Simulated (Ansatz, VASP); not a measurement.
# GaAs in VASP and in Ansatz

Contents of INCAR:

```
PREC = Accurate
ENCUT = 520
EDIFF = 1E-8
ISMEAR = -1
SIGMA = 0.08
LREAL = F
LASPH = T
NELM = 100
ALGO = Normal
ISIF = 2
LWAVE = F
LCHARG = F
GGA = PE
LEFG = T
NBANDS = 16
```

Contents of KPOINTS:

```
regular mesh
0
Gamma
  10 10 10
```

POSCAR

```
GaAs
1.0
    0.0000000000      2.8822925071      2.8822925071
    2.8822925071      0.0000000000      2.8822925071
    2.8822925071      2.8822925071      0.0000000000
Ga As
1 1
Direct
    0.0000000000      0.0000000000      0.0000000000
    0.7500000000      0.7500000000      0.7500000000
```

Input for Ansatz:

```yaml
crystal:
  lattice:
    - [0.0, 2.8822925071, 2.8822925071]
    - [2.8822925071, 0.0, 2.8822925071]
    - [2.8822925071, 2.8822925071, 0.0]
  atoms:
    - { symbol: Ga, position: [0.0, 0.0, 0.0] }
    - { symbol: As, position: [0.75, 0.75, 0.75] }
kpoints:
  mp_grid: { grid: [10, 10, 10] }
scf:
  occupations: { method: fermi_dirac, width: 0.08 }
hamiltonian:
  xc: pbe
  pseudopotentials: { kind: paw }
output:
  forces: true
  stress: true
  eigenvalues: true
  efg: { contact_densities: true }
```

Change from the starting cell: volume scaled by 1.06, PAW files.

Alike in both runs: task electric field gradients; functional PBE; k mesh 10 × 10 × 10; occupations fermi-dirac, width 0.08 eV; no spin polarisation.

|  | VASP | Ansatz |
| --- | --- | --- |
| version | VASP 6.6.1 | Ansatz 0.2.0 |
| potentials or method | VASP PAW PBE potentials, release 64 (Ga_d, As) | PAW with Ansatz's default frozen-core files, scalar-relativistic |
| plane-wave cutoff (eV) | 520 | 420 |
| valence electrons in the cell | 18 | 28 |

Ansatz gave:

- pressure (GPa): -0.6
- Vzz of the field gradient on the site that differs most (V/Å²): 0.0

Which values does VASP return?

Pressure (GPa): -0.4; Vzz of the field gradient on the site that differs most (V/Å²): 0.0.

The two sets of potentials don't hold the same shells in valence.
